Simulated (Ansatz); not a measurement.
Wurtzite BeO was calculated with r²SCAN-D4 (Ansatz, a quantum-chemistry and plane-wave program, PAW).

Run with plane-wave cutoff 500 eV, 18×18×8 k mesh (along the axes of the cell as run), gaussian smearing 0.02 eV, scalar-relativistic PAW data made under PBE.

Cell (relaxed at this level):

```cif
data_Be2O2
_chemical_formula_sum 'Be2 O2'
_space_group_name_H-M_alt 'P63mc'
_space_group_IT_number 186
_space_group_name_Hall 'P 6c -2c'
_cell_length_a 2.68323
_cell_length_b 2.68323
_cell_length_c 4.35776
_cell_angle_alpha 90.000
_cell_angle_beta 90.000
_cell_angle_gamma 120.000
loop_
_atom_site_label
_atom_site_type_symbol
_atom_site_symmetry_multiplicity
_atom_site_Wyckoff_symbol
_atom_site_fract_x
_atom_site_fract_y
_atom_site_fract_z
_atom_site_occupancy
Be1 Be 2 b 0.33333 0.66667 0.00015 1
O1 O 2 b 0.33333 0.66667 0.37785 1
```

Problem. Predict the band gap.

Solution. 
band gap: 8.64 eV (on the SCF k mesh)

Measured, for comparison: band gap 11.29 eV (zero-point renormalisation of 699 meV (computed, non-adiabatic AHC, without the lattice-expansion part) added back here; inputs from Miglio et al. (2020), arXiv:2011.12765). Computed (rounded) less measured: band gap -2.65 eV.

Note: a distance lies near a switch of the dispersion term, which can move the cell.

Computed values are for the static lattice.

Cost on a shared machine: very roughly 70 core-seconds.
